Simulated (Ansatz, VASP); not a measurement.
Given: the input of a run of VASP 6.6.1 on WC (Qusongite).

Contents of INCAR:

```
SYSTEM = WC
PREC = Accurate ; ENCUT = 520
EDIFF = 1E-6 ; ISMEAR = -1
SIGMA = 0.04 ; LREAL = .False.
LASPH = .True. ; NELM = 60
ALGO = Normal ; ISIF = 2
LWAVE = .False. ; LCHARG = .False.
GGA = PE ; NBANDS = 16
```

File KPOINTS:

```
Automatic mesh
0
Gamma
  5 5 4
  0 0 0
```

The input POSCAR:

```
WC
1.0
    2.9065000000      0.0000000000      0.0000000000
   -1.4532500000      2.5171028361      0.0000000000
    0.0000000000      0.0000000000      2.8366000000
W C
1 1
Direct
    0.0000000000      0.0000000000      0.0000000000
    0.6666666667      0.3333333333      0.5000000000
```

Potentials or basis: VASP PAW PBE potentials, release 64 (W_sv, C).

Launch:

```bash
$ cat potpaw_PBE.64/W_sv/POTCAR potpaw_PBE.64/C/POTCAR > POTCAR
$ mpirun -np 1 vasp_std > vasp.out
```

Set up the same calculation for Ansatz 0.2.0. Potentials there: all-electron LAPW, scalar-relativistic.

As run (the cutoff follows the program's own potentials):

File input.yaml:

```yaml
crystal:
  lattice:
    - [2.9065, 0.0, 0.0]
    - [-1.45325, 2.5171028361, 0.0]
    - [0.0, 0.0, 2.8366]
  atoms:
    - { symbol: W, position: [0.0, 0.0, 0.0] }
    - { symbol: C, position: [0.6666666667, 0.3333333333, 0.5] }
kpoints:
  mp_grid: { grid: [5, 5, 4] }
scf:
  occupations: { method: fermi_dirac, width: 0.04 }
hamiltonian:
  xc: pbe
  pseudopotentials: { kind: all_electron, lapw: { basis_error: 0.002 } }
output:
  forces: true
  stress: true
  eigenvalues: true
```

Potentials or basis: all-electron LAPW, scalar-relativistic.

Command:

```bash
$ ansatz run input.yaml --threads 1 --pin off --max-ram 3072MiB --backend cpu --events-out ev --progress --plain --runs-dir out
```

Both were run:

|  | VASP | Ansatz | Ansatz less VASP |
| --- | --- | --- | --- |
| gap on the k mesh at the Fermi level (eV) | none | none | - |
| pressure (GPa) | 7.3 | 6.3 | -1.01 |
| largest component of the traceless stress (GPa) | 1.73 | 1.93 | +0.205 |

A gap of «none» marks a metal or a gap that the smearing closes. Ansatz ran all-electron here, so the differences hold the error of VASP's frozen core and of both bases.

Caveats: the k mesh is coarse (spacing up to 0.55 Å⁻¹), so the values aren't converged; the k mesh is thin for a metal, which can move the energy by tens of meV per atom (Ansatz). The runs have no spin-orbit coupling, so splittings on W are missing.
